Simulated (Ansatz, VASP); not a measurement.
**GaN: VASP beside Ansatz**

```
Ga N
1.0
     0.00000    2.12090    2.12090
     2.12090    0.00000    2.12090
     2.12090    2.12090    0.00000
Ga N
1 1
Direct
  0.00000 0.00000 0.00000
  0.50000 0.50000 0.50000
```

Measurements of this composition are mostly on another form, of space group No. 186.

Alike in both runs: task single point; functional PBEsol; k mesh 11 × 11 × 11; occupations fermi-dirac, width 0.05 eV; no spin polarisation.

|  | VASP | Ansatz |
| --- | --- | --- |
| version | VASP 6.6.1 | Ansatz 0.2.0 |
| potentials or method | VASP PAW PBE potentials, release 64 (Ga_d, N) | Ansatz PAW |
| plane-wave cutoff (eV) | 520 | 420 |
| valence electrons in the cell | 18 | 18 |

Ansatz gave:

```
gap on the k mesh at the Fermi level (eV) : 0.60
least direct gap on the mesh (eV)         : 2.61
pressure (GPa)                            : -3.5
```

Question: Estimate VASP's values.

Answer: gap on the k mesh at the Fermi level (eV): 0.59; least direct gap on the mesh (eV): 2.62; pressure (GPa): -3.1.

The functional is the same, so the differences come from potentials, cutoffs and numerics.

Caveats: the PAW data sets were made with another functional, which shifts forces and pressure a little (VASP); an odd mesh through Γ misses points on the zone boundary, where band edges often lie (VASP); odd divisions of the mesh miss points on the zone boundary, where band edges often lie, so the gap on the mesh can be too wide (Ansatz); the pressure holds a Pulay correction of +0.6 GPa for the finite cutoff (Ansatz); the PAW data sets come from PBE, with cores solved anew for the run's functional, which leaves a small shift of forces and pressure (Ansatz). PBEsol gaps usually lie below the measured ones, often by a third to a half.
